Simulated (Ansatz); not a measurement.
Runs of Ansatz 0.2.0 on HfC. It takes space group Fm-3m (No. 225, cubic). Conventional cell: a = 4.650 Å, b = 4.650 Å, c = 4.650 Å, α = 90.00°, β = 90.00°, γ = 90.00°. Hf (site symmetry m-3m) has 6 C at 2.33 Å as nearest neighbours. Around C (site symmetry m-3m) lie 6 Hf at 2.33 Å. 

```csv
task,level,cell,k mesh,cutoff (eV),smearing,basis error allowed,gap on the mesh (eV),pressure (GPa)
single point,PBE,as given,10 × 10 × 10,303,gaussian 0.019 eV,0.001 eV/atom,none,0.3
band structure,LDA,as given,10 × 10 × 10,303,fermi-dirac 0.05 eV,0.001 eV/atom,-,-11.8
relaxation of cell and atoms,BLYP+D3(BJ),relaxed,10 × 10 × 10,-,fermi-dirac 0.05 eV,0.001 eV/atom,-,0.0
single point,BLYP,as given,10 × 10 × 10,303,tetrahedron,0.001 eV/atom,none,7.6
single point,PBE,as given,10 × 10 × 10,303,gaussian 0.023 eV,0.001 eV/atom,none,0.3
single point,PBE,as given,7 × 7 × 7,255,fermi-dirac 0.03 eV,0.004 eV/atom,none,(a)
```

Alike in all rows: potentials or basis all-electron LAPW, scalar-relativistic; no spin polarisation.

Question: Estimate the missing entries.

Answer: (a) 0.4.

Caveats: spin-orbit coupling is left out, which moves the levels of the heavy elements (some runs); with tetrahedron occupations forces and stress needn't match the slope of the energy (some runs); the k mesh is thin for a metal, which can move the energy by tens of meV per atom (some runs).

A k mesh can miss the band edges, and the runs leave out spin-orbit coupling on Hf.

A gap of «none» marks a metal or a gap under the smearing width.
